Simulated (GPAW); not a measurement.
Crystal: CdS (Hawleyite).

```
Cd S
1.0
     0.00000    2.91650    2.91650
     2.91650    0.00000    2.91650
     2.91650    2.91650    0.00000
Cd S
1 1
Direct
  0.00000 0.00000 0.00000
  0.75000 0.75000 0.75000
```

Base run:

| Item | Value |
| --- | --- |
| Program | GPAW 26.7.0 |
| Functional | LDA |
| Potentials or basis | the program's PAW data sets (release 1.2.1) made for this functional |
| Cutoff | 600 eV |
| Basis | pw |
| k mesh | 8 × 8 × 8 |
| Occupations | fermi-dirac, width 0.05 eV |
| Spin | no spin polarisation |

Its results: band gap on the k mesh 0.85 eV, direct; pressure -2.7 GPa.

**Question.** The run is repeated on the same cell with these changes: functional from LDA to RPBE. What comes out?

**Answer.** Band gap on the k mesh 1.31 eV, direct; pressure 4.8 GPa.

RPBE binds less tightly than LDA, so the same cell stands under more pressure.

Not every run made on this cell is shown here.
